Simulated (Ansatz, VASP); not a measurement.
# GaP: VASP beside Ansatz, part 2 of 2

Aim: how closely do two programs agree when they are given the same cell, functional and k mesh? The cell is taken from a series of runs on this material, whose earlier steps may have relaxed, scaled, displaced or heated it; both programs get it as it stands.

VASP 6.6.1 and Ansatz 0.2.0.

So far: The structure; VASP: zone-centre phonons, LDA.

## (3) Ansatz: zone-centre phonons, LDA

Level of this step: Ansatz beside VASP: Kohn-Sham DFT, plane waves, LDA (Ansatz).

Ansatz runs on its PAW soft_1 files.

The same cell, functional (in two slightly different forms) and mesh now go to Ansatz, which takes its cutoff from its data sets.

input.yaml

```yaml
crystal:
  lattice:
    - [0.0, 2.5878774832, 2.79065606]
    - [2.5878774832, 0.0, 2.79065606]
    - [2.5878774832, 2.5878774832, 0.0]
  atoms:
    - { symbol: P, position: [0.75, 0.75, 0.75] }
    - { symbol: Ga, position: [0.0, 0.0, 0.0] }
kpoints:
  mp_grid: { grid: [12, 12, 12] }
hamiltonian:
  xc: lda
  pseudopotentials: { kind: paw, azcp: { folder: soft_1 }, xc_functional: pbe }
scf:
  occupations: { method: fixed }
output:
  eigenvalues: true
phonons:
  method: dfpt
  dielectric: true
  rigid_motions: translations
```

The run is started by

```sh
ansatz run input.yaml --threads 4 --pin off --max-ram 10240MiB --backend cpu --events-out ev --progress --plain --runs-dir out
```

Numbers of over 12 decimals in the logs are rounded to 6 here.

The log of the run:

```text
Engine: ansatz 0.2.0, x86_64-unknown-linux-gnu
Pseudopotentials: kind: paw
Pseudopotential: P, paw, valence charge 5, recommended cutoff 420 eV (normal), soft_1/P.paw.azcp
Pseudopotential: Ga, paw, valence charge 13, recommended cutoff 420 eV (normal), soft_1/Ga.paw.azcp
Functional definition: SPW92
  exchange = slater_x
  correlation = pw_c
Crystal: 2 atoms, lattice volume = 37.379 Å³
Basis set: ecut = 420 eV, 717 PW (Γ), exchange–correlation on 54×54×54 points (8 copies of the dense FFT grid, shifted against one another)
Bands: 13, of which v1, the nominal top of the filled ones, is band 9 counted from 1 (8 counted from 0)
Symmetry: 8 space group operations
k-points: 868 of 1728 (irreducible under 1 space group operation, time reversal used)
Non-local potential: P, projectors of the file, l = 0: 2, l = 1: 2, l = 2: 1
Non-local potential: Ga, projectors of the file, l = 0: 2, l = 1: 2, l = 2: 3, l = 3: 1
PAW form: soft (Blöchl's): semilocal exchange-correlation on the pseudo side does not see the compensation charge
PAW frozen core: P, regenerated for the run's functional, and the local potential with it (the file was generated under x = pbe(κ = 0.804, μ = 0.219515), c = pbe(β = 0.066725))
PAW frozen core: Ga, regenerated for the run's functional, and the local potential with it (the file was generated under x = pbe(κ = 0.804, μ = 0.219515), c = pbe(β = 0.066725))
PAW one-centre angular grid: P, 110 points (default); XC on 64 Gauss nodes
PAW one-centre angular grid: Ga, 590 points (default); XC on 64 Gauss nodes
Initial density: superposition of atomic densities (chi_scale 0.1, normalization cell, long waves kept (reshape's long-wave potential 0.00 eV rms))
Initial wavefunctions: pseudopotential atomic-orbital guess
Functional: x = slater, c = lda
SCF iter   1: F=—  HF=-4433.921866 eV  |F-HF|=—  |Δ(HF+E_count)|=         —  Δρ=4.68e-2  dr2=7.08e-1  ethr=3.10e-3  ⟨swp⟩=5.0  Hψ=60823  notcnv=0  defer=1722
preconditioner: auto → none  [insulator: Δε(μ)=1.402 eV  Ē_g=15.699 eV  n_scr=10 (ndim 8)  ℏωp=25.8 eV  f_vac=0.000  ε∞_Penn≈3.7]
SCF iter   2: F=—  HF=-4433.726971 eV  |F-HF|=—  |Δ(HF+E_count)|=   1.95e-1  Δρ=2.09e-2  dr2=9.16e-2  ethr=3.10e-3  ⟨swp⟩=2.1  Hψ=21153  notcnv=0  defer=1630
SCF iter   3: F=—  HF=-4433.712928 eV  |F-HF|=—  |Δ(HF+E_count)|=   1.40e-2  Δρ=5.23e-3  dr2=9.22e-3  ethr=5.09e-4  ⟨swp⟩=3.0  Hψ=20819  notcnv=0  defer=1734
SCF iter   4: F=—  HF=-4433.709552 eV  |F-HF|=—  |Δ(HF+E_count)|=   3.38e-3  Δρ=2.53e-3  dr2=8.74e-4  ethr=5.12e-5  ⟨swp⟩=3.0  Hψ=22389  notcnv=0  defer=1731
SCF iter   5: F=—  HF=-4433.709181 eV  |F-HF|=—  |Δ(HF+E_count)|=   3.71e-4  Δρ=5.70e-4  dr2=4.45e-5  ethr=4.85e-6  ⟨swp⟩=2.0  Hψ=20841  notcnv=0  defer=1735
SCF iter   6: F=—  HF=-4433.709182 eV  |F-HF|=—  |Δ(HF+E_count)|=   1.22e-6  Δρ=3.11e-5  dr2=2.21e-7  ethr=2.47e-7  ⟨swp⟩=2.2  Hψ=13557  notcnv=0  defer=1467
SCF iter   7: F=—  HF=-4433.709182 eV  |F-HF|=—  |Δ(HF+E_count)|=   1.52e-8  Δρ=6.10e-6  dr2=6.94e-9  ethr=1.23e-9  ⟨swp⟩=2.0  Hψ=19099  notcnv=0  defer=889
SCF iter   8: F=-4433.709182 eV  HF=-4433.709182 eV  |F-HF|=1.64e-11  |Δ(HF+E_count)|=  8.07e-10  Δρ=2.92e-7  dr2=1.46e-11  ethr=1.00e-12  ⟨swp⟩=9.2  Hψ=92195  notcnv=0
SCF 1 converged in 8 iterations: F = -4433.709182 eV  dr2 = 1.46e-11
  Residual-converged pass: ⟨swp⟩=1.1  Hψ=14823  notcnv=0  max |occ|·‖R‖ = 7.1e-9 eV (tolerance 1.0e-8 eV)  dr2=1.46e-11  dr2_onsite=1.44e-11  max |Δocc| = 0.0e0
  greatest PAW one-centre occupation: 0.994 electrons in one spin orbital (limit 2), on the Ga atom at site 1 (counted from 0), in its partial waves of l = 2
NSCF: frozen V_eff on 3 k-points
DFPT response loops at Γ: preconditioner auto → none (the input reference at scf.mixing.eps_inf says where Resta's filter doesn't serve); β = 0.50; Broyden in place of MSR1
── the response to a field inside a basis, on 12×12×12 k-points: an SCF that follows is theirs, and a resumed run solves both again ──
Bands: 10, of which v1, the nominal top of the filled ones, is band 9 counted from 1 (8 counted from 0)
k-points: 468 of 1728 (irreducible under 2 space group operations, time reversal used)
Initial density: handed on by an earlier stage of this run
Initial wavefunctions: pseudopotential atomic-orbital guess (no wavefunctions were taken with the density)
Eigensolver: Dense (468 Hₖ)
SCF iter   1: F=—  HF=-4433.708692 eV  |F-HF|=—  |Δ(HF+E_count)|=         —  Δρ=1.34e-4  dr2=2.37e-6  ethr=1.00e-1
preconditioner: auto → none  [insulator: Δε(μ)=1.020 eV  Ē_g=13.410 eV  n_scr=10 (ndim 8)  ℏωp=25.8 eV  f_vac=0.001  ε∞_Penn≈4.7]
SCF iter   2: F=—  HF=-4433.708691 eV  |F-HF|=—  |Δ(HF+E_count)|=   8.26e-7  Δρ=1.00e-4  dr2=1.49e-6  ethr=1.32e-8
SCF iter   3: F=—  HF=-4433.708691 eV  |F-HF|=—  |Δ(HF+E_count)|=   2.38e-7  Δρ=2.61e-5  dr2=2.30e-7  ethr=8.28e-9
SCF iter   4: F=-4433.708691 eV  HF=-4433.708691 eV  |F-HF|=1.86e-9  |Δ(HF+E_count)|=   2.93e-7  Δρ=3.27e-6  dr2=2.58e-9  ethr=1.28e-9
SCF 1 converged in 4 iterations: F = -4433.708691 eV  dr2 = 2.58e-9
DFPT response loops at Γ: mixed as the last ones told, above
WARN: field response: ε∞ stands inside a basis, on 12×12×12 points; the force constants stand on the 12×12×12 k-mesh, whose period is 12.99 times the interband length at k = (0.0000, 0.0000, 0.0000), direct gap 2.057 eV, under 14: take them and everything formed from them as unconverged, and compare with a denser kpoints.mp_grid
SCF converged after 8 iterations
Free energy (F): -4433.709182 eV
Harris-Foulkes:  -4433.709182 eV  (|F-HF|=1.64e-11)
Internal energy: -4433.709182 eV  (E = F + TS)
E sigma→0 (E₀):  -4433.709182 eV
Fermi energy:    8.044439 eV
--- Per-component energies (eV) ---
  E_band       = -49.566149
  E_kinetic    = 183.662147
  E_local      = -1625.429368  (includes V_loc(G=0)·N_el)
  E_nonlocal   = -57.022889
  E_hartree    = 993.836394
  E_xc         = -136.715951
  E_vxc        = -119.560261  (∫ρ·V_xc dr)
  E_paw        = -2445.118684  (= ΣΔE_a)
  E_vpaw       = -418.888284  (= ΣTr[D̂ρ^β])
  E_aug_tail   = -0.000188  (compensation charges beyond the density's cutoff)
  E_ewald      = -1348.766476
  E_core_change = 1.845833  (= ΣΔE_core)
  E_smearing   = -0.000000  (= −TS)
  E_closure    = 0.000000  (closes the sum)
  Σ components = -4433.709182   (vs F -4433.709182, Δ=0.00e0)
--- Band table (eV; the first three rows and the last of 868) ---
  k-point 0: bands = [... 5 lower, -5.2580, 7.5305, 8.0444, 8.0444, 10.1018, 11.6223, 11.6223, 11.7803]
  k-point 1: bands = [... 5 lower, -5.1573, 6.8886, 7.6187, 7.9341, 10.5154, 11.7468, 11.8161, 12.0952]
  k-point 2: bands = [... 5 lower, -4.8625, 5.3539, 7.2361, 7.6795, 10.4113, 12.2097, 12.2689, 13.1311]
  k-point 867: bands = [... 5 lower, -2.8998, 0.6963, 6.2741, 6.9883, 9.4655, 12.3517, 12.8080, 16.1230]
--- Phonons (Γ-DFPT): 4 representative perturbations + reference, on 868 of 1728 k-points (Σ response iterations 12) ---
  k mesh reduced under 1 symmetry operation, with k and −k counted as one. Each operation leaves every solved perturbation unchanged. A smaller set is not considered because the run solves the response to a homogeneous field
  ASR residual: 6.526e-5 → 0.000e0 eV/Å²; symmetrization residual: 2.826e-6 eV/Å²
  ASR residual per site (eV/Å²): 6.53e-5 3.84e-5
  Γ frequencies (cm⁻¹): 0.00 0.00 0.00 380.85 380.85 388.90
  ε∞ (high-frequency dielectric tensor):
       10.257274     0.000000     0.000000
        0.000000    10.257274     0.000000
        0.000000     0.000000    11.103893
  ε⁰ (static dielectric tensor: ions relaxed, cell fixed):
       11.763280     0.000000    -0.000000
        0.000000    11.763280     0.000000
       -0.000000     0.000000    13.074043
  ε⁰ − ε∞ (ionic part):
        1.506006     0.000000    -0.000000
        0.000000     1.506006    -0.000000
       -0.000000    -0.000000     1.970150
  softest optical mode at Γ: 380.85 cm⁻¹; the repairs (sum rule, projections) moved no ω² at Γ by more than (0.85 cm⁻¹)²
  Born effective charges Z* (e; rows j = field, columns β = displacement):
    site 0:
        -1.88647   -0.00000    0.00000
         0.00000   -1.88647   -0.00000
         0.00000   -0.00000   -2.20325
    site 1:
         1.88647    0.00000   -0.00000
         0.00000    1.88647    0.00000
        -0.00000    0.00000    2.20325
  Z* charge neutrality: 7.175e-4 e pre-enforcement
  solved inside a basis spanned on kpoints, on 12×12×12 k-points, its susceptibility summed on 16×16×16: ε∞ is read to err by 3.2e-2, Z* by 1.5e-2 e (field_mesh: kpoints solves on kpoints); Z* is corrected for what the basis lacks
  optical modes at Γ without the LO–TO term, one row a degenerate level:
      ω (cm⁻¹)  modes    IR ((D/Å)²/amu)
        380.85      2             7.6566
        388.90      1             5.2220
  optical modes at Γ + LO–TO along q̂ = [1.0000, 0.0000, 0.0000]:
      ω (cm⁻¹)  modes    IR ((D/Å)²/amu)
        380.85      1             3.8283
        388.90      1             5.2220
        407.86      1             3.8283
  optical modes at Γ + LO–TO along q̂ = [0.0000, 1.0000, 0.0000]:
      ω (cm⁻¹)  modes    IR ((D/Å)²/amu)
        380.85      1             3.8283
        388.90      1             5.2220
        407.86      1             3.8283
  optical modes at Γ + LO–TO along q̂ = [0.0000, 0.0000, 1.0000]:
      ω (cm⁻¹)  modes    IR ((D/Å)²/amu)
        380.85      2             7.6566
        421.99      1             5.2220
```

## (4) Differences

Known differences besides the potentials themselves: the two LDA forms differ slightly; fixed occupations in Ansatz, narrow Gaussian smearing in VASP; VASP's response is taken on the typed mesh, Ansatz refines its own for the field response alone; the cutoff is 420 eV in Ansatz and 500 eV in VASP; VASP's log shows a relativistic correction to its local exchange, Ansatz's none. Total energies have different zeros and are not compared.

Both answers:

| quantity | Ansatz | VASP | difference |
| --- | --- | --- | --- |
| ε∞ xx | 10.26 | 10.31 | -0.51 % |
| ε∞ yy | 10.26 | 10.31 | -0.51 % |
| ε∞ zz | 11.10 | 11.10 | +0.03 % |
| Born charge of P1 (mean of the diagonal) (e) | -1.99 | -2.01 | +0.02 |
| Born charge of Ga2 (mean of the diagonal) (e) | 1.99 | 2.01 | -0.02 |
| optical mode 1 to 2 (cm⁻¹) | 380.9 | 380.4 | +0.12 % |
| optical mode 3 (cm⁻¹) | 388.9 | 388.3 | +0.16 % |

Modes are paired by rising frequency, not by their patterns, so a pair may set unlike modes beside each other; they are those without the splitting of longitudinal modes.

## (5) Summary of results

```json
{
 "r.m.s. difference of the optical zone-centre modes, each program's sorted by frequency (zone-centre phonons, LDA)": "0.51 cm⁻¹",
 "difference in ε∞ xx (zone-centre phonons, LDA)": "-0.5 %"
}
```

In words: The r.m.s. difference of the optical zone-centre modes, each program's sorted by frequency is 0.51 cm⁻¹ (zone-centre phonons, LDA). Among the rows given in per cent, the largest difference of the zone-centre phonons, LDA pair is in ε∞ xx, -0.5 %. Such differences can come from data sets, numerical settings and the points named under the comparisons, not from the functional's error against experiment.

[Lines on the potential files, build, host, timing and source positions are cut from VASP's logs without a mark.]

[Logs are printed without paths, hosts, clocks, repeated set-up lines and the standing remarks that a program may print on its own settings, such as how far it seeks lower states.]

[Hosts, paths, dates, database ids (printed as entryN), source tags and the programs' standing remarks are cut or masked in the printed files.]
